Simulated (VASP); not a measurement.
Here is a VASP 6.6.1 calculation.

POSCAR

```
AlGaN2                                  
1.0
    3.1448194078      0.0000000000      0.0000000000
   -1.5724097039      2.7234934899      0.0000000000
    0.0000000000      0.0000000000      5.0956852983
  Ga              Al              N             
     1     1     2
Direct
     0.6666666699999979    0.3333333300000021    0.5019447620047106
     0.3333333300000021    0.6666666699999979    0.9995006908411854
     0.6666666699999979    0.3333333300000021    0.8864952518478603
     0.3333333300000021    0.6666666699999979    0.3720592953062490
```

INCAR.step1

```
SYSTEM = AlGaN2
ALGO = Normal ; EDIFF = 1E-7
ENCUT = 520 ; GGA = PS
ISIF = 2 ; ISMEAR = 0
KPAR = 4 ; LASPH = .True.
LCHARG = .True. ; LREAL = .False.
LWAVE = .False. ; NBANDS = 21
NELM = 80 ; PREC = Accurate
SIGMA = 0.02
```

KPOINTS.step1

```
k-points
0
Gamma
  9 9 5
  0 0 0
```

Contents of INCAR.step2:

```
SYSTEM = AlGaN2
ALGO = Normal ; EDIFF = 1E-7
ENCUT = 520 ; GGA = PS
ICHARG = 11 ; ISIF = 2
ISMEAR = 0 ; KPAR = 4
LASPH = .True. ; LCHARG = .False.
LREAL = .False. ; LWAVE = .False.
NBANDS = 21 ; NELM = 80
PREC = Accurate ; SIGMA = 0.05
```

Contents of KPOINTS.step2:

```
path GMKGALHA,LM,KH
20
line-mode
reciprocal
 0.0000000000  0.0000000000  0.0000000000  G
 0.5000000000  0.0000000000  0.0000000000  M

 0.5000000000  0.0000000000  0.0000000000  M
 0.3333333333  0.3333333333  0.0000000000  K

 0.3333333333  0.3333333333  0.0000000000  K
 0.0000000000  0.0000000000  0.0000000000  G

 0.0000000000  0.0000000000  0.0000000000  G
 0.0000000000  0.0000000000  0.5000000000  A

 0.0000000000  0.0000000000  0.5000000000  A
 0.5000000000  0.0000000000  0.5000000000  L

 0.5000000000  0.0000000000  0.5000000000  L
 0.3333333333  0.3333333333  0.5000000000  H

 0.3333333333  0.3333333333  0.5000000000  H
 0.0000000000  0.0000000000  0.5000000000  A

 0.5000000000  0.0000000000  0.5000000000  L
 0.5000000000  0.0000000000  0.0000000000  M

 0.3333333333  0.3333333333  0.0000000000  K
 0.3333333333  0.3333333333  0.5000000000  H
```

Potentials or basis: VASP PAW PBE potentials, release 64 (Ga_d, Al, N).

Run with:

```console
$ cat potpaw_PBE.64/Ga_d/POTCAR potpaw_PBE.64/Al/POTCAR potpaw_PBE.64/N/POTCAR > POTCAR
$ cp INCAR.step1 INCAR
$ cp KPOINTS.step1 KPOINTS
$ mpirun -np 4 vasp_std > vasp.out
$ cp INCAR.step2 INCAR
$ cp KPOINTS.step2 KPOINTS
$ mpirun -np 4 vasp_std > vasp.out
```

**Question.** Predict the band gap along the path.

**Answer.** 2.84 eV, direct.

**Question.** What does it give for the band gap on the k mesh?

**Answer.** 2.84 eV, direct.

Levels at the corners of the path, in eV from the valence-band top:
```
point  band 9  band 10  band 11  band 12  band 13  band 14  band 15  band 16  band 17  band 18
    Γ   -1.11    -1.11    -0.11     0.00     0.00     2.84     5.47     9.64    10.46    10.46
    M   -4.69    -3.90    -2.48    -2.12    -0.87     5.12     5.77     6.74     9.67    10.49
    M   -4.69    -3.90    -2.48    -2.12    -0.87     5.12     5.77     6.74     9.67    10.49
    K   -5.16    -4.07    -2.94    -2.67    -2.64     4.85     8.21     8.27     8.72    10.45
    K   -5.16    -4.07    -2.94    -2.67    -2.64     4.85     8.21     8.27     8.72    10.45
    Γ   -1.11    -1.11    -0.11     0.00     0.00     2.84     5.47     9.64    10.46    10.46
    Γ   -1.11    -1.11    -0.11     0.00     0.00     2.84     5.47     9.64    10.46    10.46
    A   -3.11    -0.91    -0.91    -0.21    -0.21     4.87     5.59     8.92     9.49    10.51
    A   -3.11    -0.91    -0.91    -0.21    -0.21     4.87     5.59     8.92     9.49    10.51
    L   -5.76    -1.96    -1.86    -1.64    -1.44     4.43     4.99     7.73     8.94    10.21
    L   -5.76    -1.96    -1.86    -1.64    -1.44     4.43     4.99     7.73     8.94    10.21
    H   -5.00    -4.26    -3.99    -1.29    -1.12     6.53     6.83     7.17     7.56     9.81
    H   -5.00    -4.26    -3.99    -1.29    -1.12     6.53     6.83     7.17     7.56     9.81
    A   -3.11    -0.91    -0.91    -0.21    -0.21     4.87     5.59     8.92     9.49    10.51
    L   -5.76    -1.96    -1.86    -1.64    -1.44     4.43     4.99     7.73     8.94    10.21
    M   -4.69    -3.90    -2.48    -2.12    -0.87     5.12     5.77     6.74     9.67    10.49
    K   -5.16    -4.07    -2.94    -2.67    -2.64     4.85     8.21     8.27     8.72    10.45
    H   -5.00    -4.26    -3.99    -1.29    -1.12     6.53     6.83     7.17     7.56     9.81
```

Caveat: the log is that of the step along the path at fixed density, whose energy, stress, charges and moments have no meaning.
